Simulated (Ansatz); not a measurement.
## HfSi (model cell, started as NiAs type): relaxing the cell for a phonon run

Task: relax HfSi (model cell, started as NiAs type) tightly.

Calculated with Ansatz 0.2.0; DFT PBE, scalar-relativistic, plane waves, PAW.

The structure was built from a prototype and need not be the compound's stable phase.

### Step 1. The structure

Symmetry: P6_3/mmc, No. 194, hexagonal system. The conventional cell has a = 3.649 Å, b = 3.649 Å, c = 5.838 Å, α = 90.00°, β = 90.00°, γ = 120.00°. Nearest to Hf lie 6 Si at 2.56 Å. Nearest to Si lie 6 Hf at 2.56 Å. Farther neighbours are not listed.

### Step 2. A coarse first look

First a cheap look: the gap decides the mesh and the occupations, the pressure tells how far the cell has to move.

input.yaml reads:

```yaml
crystal:
  lattice:
    - [3.64895, 0.0, 0.0]
    - [-1.82448, 3.16009, 0.0]
    - [0.0, 0.0, 5.83833]
  atoms:
    - { symbol: Hf, position: [0.0, 0.0, 0.0] }
    - { symbol: Hf, position: [0.0, 0.0, 0.5] }
    - { symbol: Si, position: [0.333333, 0.666667, 0.25] }
    - { symbol: Si, position: [0.666667, 0.333333, 0.75] }
kpoints:
  mp_grid: { grid: [6, 6, 4] }
hamiltonian:
  xc: pbe
scf:
  occupations: { method: gaussian, width: 0.1 }
output:
  forces: true
  stress: true
  eigenvalues: true
```

Launch:

```
ansatz run input.yaml --threads 4 --pin off --max-ram 7168MiB --backend cpu --events-out ev --progress --plain --runs-dir out
```

Numbers of over 12 decimals in the logs are rounded to 6 here.

The program printed:

```text
[...]
k-point 0: bands = [... 26 lower, 14.7954, 15.5240, 17.3603, 17.3603, 17.9042, 17.9042, 20.2008, 20.2008, ... 2 higher]
  k-point 1: bands = [... 26 lower, 15.0827, 15.6803, 17.0570, 17.0570, 17.7035, 17.7035, 19.8729, 20.0837, ... 2 higher]
  k-point 2: bands = [... 26 lower, 15.8912, 15.8912, 15.8912, 15.8912, 18.7038, 18.7038, 18.7038, 18.7038, ... 2 higher]
  k-point 20: bands = [... 26 lower, 14.4687, 14.4687, 15.4686, 15.4686, 18.3596, 18.3596, 19.7432, 19.7432, ... 2 higher]
[key lines of the parts left out:]
SCF converged after 7 iterations
Free energy (F): -32714.475834 eV
Fermi energy:    16.911868 eV
P = ⅓ Tr σ = 34.0975 GPa (340.975 kbar)
```

Wall time 1.6 s (4 threads of Arm Neoverse V1, shared host); peak memory 0.38 GiB; 4 s of CPU time.

Numbers from this step:

| Property | Result |
| --- | --- |
| pressure | 34.10 GPa |
| volume per atom | 16.83 Å³ |
| gap on the k-mesh | 0 eV |

The coarse mesh shows no gap and a pressure of 34.1 GPa.

### Step 3. Rough relaxation

A rough relaxation comes first, because large forces or stress need no tight tolerances yet.

Edit input.yaml of step 2 so:

```diff
@@ -20 +20,6 @@
   eigenvalues: true
+relax:
+  adjacent_minimum: "off"
+  f_tol: 0.05
+  max_steps: 80
+  cell: { stress_tol: 0.5 }
```

The program printed:

```text
[...]
Crystal: 4 atoms, lattice volume = 67.322 Å³
Basis set: ecut = 420 eV, 1315 PW (Γ), exchange–correlation on 50×50×80 points (8 copies of the dense FFT grid, shifted against one another)
Bands: 36, of which v1, the nominal top of the filled ones, is band 30 counted from 1 (29 counted from 0)
Symmetry: 24 space group operations
[...]
cell:  # Å, volume = 80.5507 Å³
    - [3.735781, 2.9554419920168225e-6, 1.1162645604418402e-17]
    - [-1.867893, 3.235280, -5.58133045004895e-18]
    - [1.7860244899331427e-17, 0, 6.664631]
  atoms:
    - { symbol: Hf, position: [0, 0, 0] }
    - { symbol: Hf, position: [0, 0, 0.500000] }
    - { symbol: Si, position: [0.333333, 0.666667, 0.250000] }
    - { symbol: Si, position: [0.666667, 0.333333, 0.750000] }
[key lines of the parts left out:]
SCF converged after 4 iterations
Free energy (F): -32716.080288 eV
Fermi energy:    14.088267 eV
P = ⅓ Tr σ = -0.0942 GPa (-0.942 kbar)
```

The job ended after 8.7 s (4 threads; peak memory 0.42 GiB).

Step by step:

```tsv
step	energy less that of the first step (eV)	largest force component (eV/Å)	pressure (GPa)	volume (Å³)
1	0.0000	0.0000	34.10	67.32
2	-1.0936	0.0000	15.84	73.36
3	-1.5272	0.0000	4.67	78.33
4	-1.5918	0.0000	0.67	80.30
5	-1.5943	0.0000	0.45	80.09
6*	-1.6037	0.0000	0.59	80.09
7	-1.6044	0.0000	-0.09	80.55
8*	-1.6045	0.0000	-0.09	80.55
```

Relaxation steps marked * repeat the geometry before them on a plane-wave basis chosen anew for their cell, so energy and pressure can jump there.

Forces are held to the 24 operations that the run works with; a distortion that breaks them can't arise in this run.

```tsv
cell as run	before	after	change
a (Å)	3.649	3.736	+2.4 %
b (Å)	3.649	3.736	+2.4 %
c (Å)	5.838	6.665	+14.2 %
volume (Å³/atom)	16.83	20.14	+19.7 %
```

Final coordinates:

```cif
data_structure
_symmetry_space_group_name_H-M 'P 1'
_symmetry_Int_Tables_number 1
_cell_length_a 3.7358
_cell_length_b 3.7358
_cell_length_c 6.6646
_cell_angle_alpha 90.000
_cell_angle_beta 90.000
_cell_angle_gamma 120.000
_cell_volume 80.55
loop_
_atom_site_label
_atom_site_type_symbol
_atom_site_fract_x
_atom_site_fract_y
_atom_site_fract_z
_atom_site_occupancy
Hf1 Hf 0.00000 0.00000 0.00000 1
Hf2 Hf 0.00000 0.00000 0.50000 1
Si3 Si 0.33333 0.66667 0.25000 1
Si4 Si 0.66667 0.33333 0.75000 1
```

This step gave:

| Quantity | Value |
| --- | --- |
| pressure | -0.09421 GPa |
| volume per atom | 20.14 Å³ |

In this step the volume went from 16.83 to 20.14 Å³/atom.

### Step 4. Bringing the structure to rest

The cell and atoms are relaxed, since residual forces and stress would shift the frequencies.

input.yaml reads:

```yaml
crystal:
  lattice:
    - [3.735781171, 2.9554e-06, 0.0]
    - [-1.867893145, 3.2352799194, 0.0]
    - [0.0, 0.0, 6.6646308403]
  atoms:
    - { symbol: Hf, position: [0.0, 0.0, 0.0] }
    - { symbol: Hf, position: [0.0, 0.0, 0.5] }
    - { symbol: Si, position: [0.3333333333, 0.6666666667, 0.25] }
    - { symbol: Si, position: [0.6666666667, 0.3333333333, 0.75] }
kpoints:
  mp_grid: { grid: [12, 12, 6] }
hamiltonian:
  xc: pbe
scf:
  occupations: { method: gaussian, width: 0.1 }
output:
  forces: true
  stress: true
  eigenvalues: true
  write_density: true
  write_potential: true
  elf: true
  volumetric_format: npy
relax:
  adjacent_minimum: "off"
  f_tol: 0.005
  max_steps: 80
  cell: { stress_tol: 0.05 }
```

The program printed:

```text
[...]
Crystal: 4 atoms, lattice volume = 80.551 Å³
Basis set: ecut = 420 eV, 1583 PW (Γ), exchange–correlation on 50×50×90 points (8 copies of the dense FFT grid, shifted against one another)
Bands: 36, of which v1, the nominal top of the filled ones, is band 30 counted from 1 (29 counted from 0)
[... 1 set-up line as in the run before ...]
[...]
k-points: 76 of 864
[...]
SCF iter   1: F=—  HF=-32716.107781 eV  |F-HF|=—  |Δ(HF+E_count)|=         —  Δρ=3.25e-3  dr2=1.06e-2  ethr=1.77e-3  ⟨swp⟩=5.5  Hψ=9842  notcnv=0
[...]
SCF iter   7: F=-32716.106104 eV  HF=-32716.106104 eV  |F-HF|=4.47e-9  |Δ(HF+E_count)|=   1.65e-7  Δρ=5.66e-6  dr2=1.95e-8  ethr=1.67e-10  ⟨swp⟩=11.0  Hψ=18871  notcnv=0
SCF 1 converged in 7 iterations: F = -32716.106104 eV  dr2 = 1.95e-8
[...]
relax step   1: F+E_penalty+E_count = -32716.10610360 eV  Δ(F+E_penalty+E_count) = +0.000e0 eV  max|allowed force component| = 9.946e-17 eV/Å  Δτ_max = 0.0000 Å  P = -0.144 GPa  Ω = 80.551 Å³  (7 SCF iters, dr2 threshold 1.00e-7 eV, accepted)
Crystal: 4 atoms, lattice volume = 80.370 Å³
[...]
SCF iter   5: F=-32716.105915 eV  HF=-32716.105916 eV  |F-HF|=1.07e-7  |Δ(HF+E_count)|=   1.85e-7  Δρ=6.55e-6  dr2=5.04e-8  ethr=5.97e-10  ⟨swp⟩=9.5  Hψ=20344  notcnv=0
SCF 2 converged in 5 iterations: F = -32716.105915 eV  dr2 = 5.04e-8
  Residual-converged pass: ⟨swp⟩=1.0  Hψ=3043  notcnv=0  max |occ|·‖R‖ = 7.1e-9 eV (tolerance 1.0e-8 eV)  dr2=5.04e-8  dr2_onsite=1.71e-7  max |Δocc| = 1.8e-10
[...]
relax step   2: F+E_penalty+E_count = -32716.10591543 eV  Δ(F+E_penalty+E_count) = +1.882e-4 eV  max|allowed force component| = 1.527e-16 eV/Å  Δτ_max = 0.0000 Å  P = +0.304 GPa  Ω = 80.370 Å³  energy of the carried Pulay correction = +4.304e-5 eV  (5 SCF iters, dr2 threshold 3.58e-7 eV, rejected (line search))
Crystal: 4 atoms, lattice volume = 80.498 Å³
[...]
SCF iter   9: F=-32716.106313 eV  HF=-32716.106313 eV  |F-HF|=3.64e-12  |Δ(HF+E_count)|=  1.09e-11  Δρ=3.63e-8  dr2=1.46e-12  ethr=1.00e-12  ⟨swp⟩=5.5  Hψ=11978  notcnv=0
SCF 3 converged in 9 iterations: F = -32716.106313 eV  dr2 = 1.46e-12
relax step   3: F+E_penalty+E_count = -32716.10631340 eV  Δ(F+E_penalty+E_count) = -2.098e-4 eV  max|allowed force component| = 5.551e-17 eV/Å  Δτ_max = 0.0000 Å  P = +0.011 GPa  Ω = 80.498 Å³  energy of the carried Pulay correction = +1.366e-5 eV  (9 SCF iters, accepted)
[...]
SCF iter   1: F=—  HF=-32716.106321 eV  |F-HF|=—  |Δ(HF+E_count)|=         —  Δρ=2.15e-6  dr2=5.13e-10  ethr=3.66e-8  ⟨swp⟩=3.2  Hψ=17589  notcnv=0
eigensolver tolerance schedule: the retry pair's looser diagonalisation over-reported the residual by 42820.41 of it (diagonalisation noise at 1.02 of the residual, at the tolerance the schedule requests for it); recorded, not acted on — ethr = c·dr2/N_el stays at c = 1.0e-1
[...]
SCF iter   2: F=—  HF=-32716.106302 eV  |F-HF|=—  |Δ(HF+E_count)|=   1.86e-5  Δρ=1.09e-6  dr2=1.44e-10  ethr=1.00e-12  ⟨swp⟩=3.4  Hψ=7483  notcnv=0
SCF iter   3: F=-32716.106302 eV  HF=-32716.106302 eV  |F-HF|=3.78e-10  |Δ(HF+E_count)|=   1.23e-9  Δρ=5.59e-7  dr2=3.20e-11  ethr=1.00e-12  ⟨swp⟩=5.8  Hψ=15091  notcnv=0
SCF 4 converged in 3 iterations: F = -32716.106302 eV  dr2 = 3.20e-11
relax step   4: F+E_penalty+E_count = -32716.10630202 eV  Δ(F+E_penalty+E_count) = +1.138e-5 eV  max|allowed force component| = 2.544e-17 eV/Å  Δτ_max = 0.0000 Å  P = +0.011 GPa  Ω = 80.498 Å³  stress off target by 1.48e-2 GPa  SCF on the basis re-selected at this cell (its energy is not comparable with the rows above)  (3 SCF iters)
basis re-selected at this cell: Δ(F+E_penalty+E_count) = +1.138e-5 eV, ΔP = -0.000 GPa vs the last step (what re-selecting the basis moved, of the pressure what is left beyond the Pulay correction that the steps carried, after the strain that the cell walked since its last selection, with what the two solves' SCF thresholds leave and, on support functions, any second-order correction that the steps lacked; it is no m [...]
SCF converged after 3 iterations
Free energy (F): -32716.106302 eV
[...]
Internal energy: -32716.101088 eV  (E = F + TS)
E sigma→0 (E₀):  -32716.103695 eV
Entropy (-TS):   -0.005214 eV (-1.304 meV/atom)
Fermi energy:    14.094945 eV
[...]
--- Stress (GPa, compression-positive) ---
        0.014835       0.000000      -0.000000
        0.000000       0.014835       0.000000
       -0.000000       0.000000       0.003348
  P = ⅓ Tr σ = 0.0110 GPa (0.110 kbar)
--- Band table (eV; the first three rows and the last of 76) ---
  k-point 0: bands = [... 26 lower, 12.5948, 12.8973, 14.8173, 14.8173, 14.9008, 14.9008, 15.8452, 16.8164, ... 2 higher]
  k-point 1: bands = [... 26 lower, 12.6864, 12.7791, 14.5123, 14.5123, 14.9986, 14.9986, 15.7396, 16.7682, ... 2 higher]
  k-point 2: bands = [... 26 lower, 12.9556, 12.9556, 13.9352, 13.9352, 15.2865, 15.2865, 15.7922, 16.3037, ... 2 higher]
  k-point 75: bands = [... 26 lower, 11.1990, 11.1990, 12.2560, 12.2560, 14.9631, 14.9631, 16.6457, 16.6457, ... 2 higher]
--- Relaxed structure (3 steps of the walk, 2 accepted, 1 SCFs on fresh bases) ---
[...]
cell:  # Å, volume = 80.4980 Å³
    - [3.738527, 2.95760034370769e-6, 0.0]
    - [-1.869266, 3.237658, 0.0]
    - [0.0, 0.0, 6.650486]
  atoms:
    - { symbol: Hf, position: [0, 0, 0.0] }
    - { symbol: Hf, position: [0, 0, 0.5] }
    - { symbol: Si, position: [0.333333, 0.666667, 0.25] }
    - { symbol: Si, position: [0.666667, 0.333333, 0.750000] }
```

Wall time 16 s (4 threads); peak memory 0.52 GiB.

Relaxation path:

```tsv
step	energy less that of the first step (eV)	largest force component (eV/Å)	pressure (GPa)	volume (Å³)
1	0.0000	0.0000	-0.14	80.55
2	0.0002	0.0000	0.30	80.37
3	-0.0002	0.0000	0.01	80.50
4*	-0.0002	0.0000	0.01	80.50
```

Relaxation steps marked * repeat the geometry before them on a plane-wave basis chosen anew for their cell, so energy and pressure can jump there. Relaxation step 2 was tried and not accepted.

The run keeps the 24 symmetry operations that it works with, so distortions that break them were not tested.

```tsv
conventional cell, symmetrised	before	after	change
a (Å)	3.736	3.739	+0.1 %
b (Å)	3.736	3.739	+0.1 %
c (Å)	6.665	6.650	-0.2 %
volume (Å³/atom)	20.14	20.12	-0.1 %
```

Numbers from this step:

```
pressure        : 0.01101 GPa
volume per atom : 20.12 Å³
```

Electrostatic potential energy in the ac plane at fractional y = 1.000, with atoms of Hf within 0.2 Å of it. With pseudopotentials it is smooth inside the atoms' cores, unlike the true potential.

Values in eV, 24 rows by 14 columns, each cell a mean:
```
-23 -26 -25  -9   5  12  15  16  14  11   3 -15 -26 -25
-27 -25 -17  -2   8  13  15  16  15  12   6  -7 -20 -26
-14 -11  -3   6  11  14  15  15  14  13  10   4  -5 -12
  3   5   8  12  13  14  14  13  14  14  13  11   7   4
 12  12  13  14  14  13  12  12  12  14  14  14  13  12
 15  15  15  15  15  13  11  11  12  14  15  15  15  15
 13  14  14  15  15  13  12  11  12  14  15  15  14  14
  6   7  10  13  14  14  13  13  13  14  14  12   9   7
 -9  -5   1   8  12  14  14  15  14  13  11   6   0  -7
-25 -22 -13   1   9  13  15  15  15  12   8  -3 -16 -23
-24 -27 -24  -8   5  12  15  16  14  11   3 -13 -25 -26
-19 -24 -26 -11   4  12  15  16  14  10   1 -18 -27 -23
-23 -26 -25  -9   5  12  15  16  14  11   3 -15 -26 -25
-27 -25 -17  -2   8  13  15  16  15  12   6  -7 -20 -26
-14 -11  -3   6  11  14  15  15  14  13  10   4  -5 -12
  3   5   8  12  13  14  14  13  14  14  13  11   7   4
 12  12  13  14  14  13  12  12  12  14  14  14  13  12
 15  15  15  15  15  13  11  11  12  14  15  15  15  15
 13  14  14  15  15  13  12  11  12  14  15  15  14  14
  6   7  10  13  14  14  13  13  13  14  14  12   9   7
 -9  -5   1   8  12  14  14  15  14  13  11   6   0  -7
-25 -22 -13   1   9  13  15  15  15  12   8  -3 -16 -23
-24 -27 -24  -8   5  12  15  16  14  11   3 -13 -25 -26
-19 -24 -26 -11   4  12  15  16  14  10   1 -18 -27 -23
```
Columns run along a (3.7 Å; values clipped at the 3rd and 97th percentile), rows up along c (6.7 Å). Atoms in or near the plane, at fractional coordinates: Hf at (0.00, 0.00), Hf at (0.00, 0.50).

Valence density in the ac plane at fractional y = 1.000, with atoms of Hf within 0.2 Å of it. It is the smooth field of the valence electrons, not physical close to the nuclei.

Ten steps, logarithmic in the rise over the least value, from '_' (0 e/Å³) to '@' (33 e/Å³), each cell a mean:
```
@@%%**--..__________..==##%%
####++::____________..--++##
====::..______________..--==
....____________________....
____________________________
____________________________
____________________________
....______________________..
----::________________..::--
****==::______________::++**
@@%%**--..__________..==##%%
@@@@##==..__________..++##@@
@@%%**--..__________..==##%%
####++::____________..--++##
====::..______________..--==
....____________________....
____________________________
____________________________
____________________________
....______________________..
----::________________..::--
****==::______________::++**
@@%%**--..__________..==##%%
@@@@##==..__________..++##@@
```
Columns run along a (3.7 Å), rows up along c (6.7 Å). Atoms in or near the plane, at fractional coordinates: Hf at (0.00, 0.00), Hf at (0.00, 0.50).

ELF in the ac plane at fractional y = 1.000, with atoms of Hf within 0.2 Å of it. It is the smooth field of the valence electrons, not physical close to the nuclei.

Ten even steps from '0' (0.12) to '9' (0.83), each cell a mean:
```
99940023200699
99620144310379
64201466531135
10024677763101
11256777776421
33567877787643
12367777777532
00125677764200
43102466641023
88510245410268
99840033200599
99950023101799
99940023200699
99620144310379
64201466531135
10024677763101
11256777776421
33567877787643
12367777777532
00125677764200
43102466641023
88510245410268
99840033200599
99950023101799
```
Columns run along a (3.7 Å), rows up along c (6.7 Å). Atoms in or near the plane, at fractional coordinates: Hf at (0.00, 0.00), Hf at (0.00, 0.50).

In this step the volume went from 20.14 to 20.12 Å³/atom.

### Step 5. Tight relaxation

Phonons need a cell at rest on their own settings, so the relaxation is repeated with tight tolerances on forces and stress on the k mesh and occupations of the first response run.

input.yaml reads:

```yaml
crystal:
  lattice:
    - [3.7385270842, 2.9576e-06, 0.0]
    - [-1.8692661035, 3.2376579489, 0.0]
    - [0.0, 0.0, 6.6504864848]
  atoms:
    - { symbol: Hf, position: [0.0, 0.0, 0.0] }
    - { symbol: Hf, position: [0.0, 0.0, 0.5] }
    - { symbol: Si, position: [0.3333333333, 0.6666666667, 0.25] }
    - { symbol: Si, position: [0.6666666667, 0.3333333333, 0.75] }
kpoints:
  mp_grid: { grid: [12, 12, 6] }
hamiltonian:
  xc: pbe
scf:
  occupations: { method: methfessel_paxton, width: 0.15 }
output:
  forces: true
  stress: true
  eigenvalues: true
relax:
  adjacent_minimum: "off"
  f_tol: 0.001
  max_steps: 60
  cell: { stress_tol: 0.01 }
```

The program printed:

```text
[...]
Crystal: 4 atoms, lattice volume = 80.498 Å³
Basis set: ecut = 420 eV, 1583 PW (Γ), exchange–correlation on 50×50×90 points (8 copies of the dense FFT grid, shifted against one another)
Bands: 36, of which v1, the nominal top of the filled ones, is band 30 counted from 1 (29 counted from 0)
[... 1 set-up line as in the run before ...]
[...]
k-points: 76 of 864
[...]
--- Relaxed structure (3 steps of the walk, 2 accepted, 1 SCFs on fresh bases) ---
[...]
cell:  # Å, volume = 80.5033 Å³
    - [3.738949, 2.957958668031267e-6, 0]
    - [-1.869477, 3.238023, 0]
    - [0, 0, 6.649424]
  atoms:
    - { symbol: Hf, position: [0, 0, 0] }
    - { symbol: Hf, position: [0, 0, 0.5] }
    - { symbol: Si, position: [0.333333, 0.666667, 0.25] }
    - { symbol: Si, position: [0.666667, 0.333333, 0.750000] }
[key lines of the parts left out:]
SCF converged after 4 iterations
Free energy (F): -32716.103030 eV
Fermi energy:    14.107818 eV
P = ⅓ Tr σ = -0.0011 GPa (-0.011 kbar)
```

Elapsed: 14 s, on 4 threads; peak memory 0.51 GiB; 53 s of CPU time.

Little changed from the start: no atom moved by 0.005 Å and no cell edge by 0.1 %.

Numbers from this step:

```yaml
pressure: -0.001083 GPa
volume_per_atom: 20.13 Å³
```

The forces vanish by symmetry and the pressure is -0.001 GPa, within the tolerances set. The cell now holds 20.13 Å³/atom.

### Step 6. What came out

| Property | Result |
| --- | --- |
| space group after relaxation (within 0.01 Å) | P6_3/mmc |
| lattice constant a | 3.739 Å |
| lattice constant b | 3.739 Å |
| lattice constant c | 6.649 Å |
| volume per atom | 20.1 Å³ |

The forces vanish by symmetry and the pressure is -0.001 GPa, within the tolerances set. The cell now holds 20.13 Å³/atom. The relaxation keeps the symmetry of its start, so it says nothing on stability against lower symmetry. Spin-orbit coupling is left out, which can matter for the heavy elements here. The starting cell was built on a prototype and not taken from a measurement, so the phase need not exist.

[Logs are printed without paths, hosts, clocks, repeated set-up lines and the standing remarks that a program may print on its own settings, such as how far it seeks lower states.]

[Hosts, paths, dates, database ids (printed as entryN), source tags and the programs' standing remarks are cut or masked in the printed files.]
